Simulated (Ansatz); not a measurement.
# C: the cost of one run

Computed with Ansatz 0.2.0 (DFT PBE+D3(BJ), scalar-relativistic, plane waves, PAW, unless a step's input says otherwise).

40 further runs of the same task are left out: 40 set aside as unsound or not needed.

### Step 1. The structure to begin with

Symmetry: Fmmm, No. 69, orthorhombic system. Conventional cell: a = 2.466 Å, b = 4.268 Å, c = 6.796 Å, α = 90.00°, β = 90.00°, γ = 90.00°. C (site symmetry m2m) is surrounded by 3 C at 1.42 Å.

Structure file:

```
C
1.0
     0.00000    2.13410    3.39788
     1.23278    0.00000    3.39788
     1.23278    2.13410    0.00000
C
2
Direct
  0.16670 0.83330 0.16670
  0.83330 0.16670 0.83330
```

This cell was relaxed beforehand with the same method: volume 8.94 Å³/atom, gap on the mesh 0.07 eV.

### Step 2. Plan of the line

Atoms count from 1 in the order of the input.

The energy is mapped over a free internal coordinate and the cell.

- shift of C1 along [0 1 0], its symmetry partners moved as symmetry demands (measured in the relaxed cell): 9 values from −0.150 to 0.150 Å
- volume per atom at fixed shape: 9 values from 8.224 to 9.655 Å³

Nothing else is relaxed (all other coordinates fixed). Energies count from the relaxed crystal. Points are written as (first, second).

### Step 3. Grid point (−0.150 Å, 9.297 Å³)

Input file input.yaml:

```yaml
crystal:
  lattice:
    - [0.0, 2.1621849493, 3.4425960629]
    - [1.2490042705, 0.0, 3.4425960629]
    - [1.2490042705, 2.1621849493, 0.0]
  atoms:
    - { symbol: C, position: [0.1315530015, 0.8684469985, 0.1315530015] }
    - { symbol: C, position: [0.8684469985, 0.1315530015, 0.8684469985] }
basis:
  ecutwfc: 520.0
kpoints:
  mp_grid: { grid: [16, 16, 16] }
hamiltonian:
  xc: pbe
  pseudopotentials: { kind: paw, azcp: { folder: soft_1 } }
  dispersion: d3bj
scf:
  occupations: { method: gaussian, width: 0.03 }
output:
  forces: true
  stress: true
  eigenvalues: true
```

Command:

```bash
> ansatz run input.yaml --threads 1 --pin off --max-ram 2048MiB --backend cpu --events-out ev --progress --plain --runs-dir out
```

**Question.** How long does this run take on 1 thread of AMD EPYC 9R45 (Zen 5), shared host, and how much memory does it need?

About 3.3 s, with a peak of 0.47 GiB.
